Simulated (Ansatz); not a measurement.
BaF$_{2}$:
```yaml
crystal:
  lattice:
    - [0.00000, 3.12314, 3.12314]
    - [3.12314, 0.00000, 3.12314]
    - [3.12314, 3.12314, 0.00000]
  atoms:
    - { symbol: Ba, position: [0.00000, 0.00000, 0.00000] }
    - { symbol: F, position: [0.25000, 0.25000, 0.25000] }
    - { symbol: F, position: [0.75000, 0.75000, 0.75000] }
```

Relaxed with PBE.

Q: Decompose the optical modes at the zone centre into irreducible representations, and say which are infrared and Raman allowed.

A: Point group m-3m: Γ_opt = T1u + T2g. Infrared: T1u. Raman: T2g.

Q: Assign frequencies (DFPT, PBE in the plane-wave PAW code Ansatz; without the LO–TO term).

A: T1u 164, T2g 230 cm⁻¹.

Space group Fm-3m (fluorite). The PBE relaxation kept the symmetry of its start; phonons on a q-mesh show no instability. Spin–orbit coupling is left out wherever it is not named.

Potentials: the later of the program's two PAW sets.
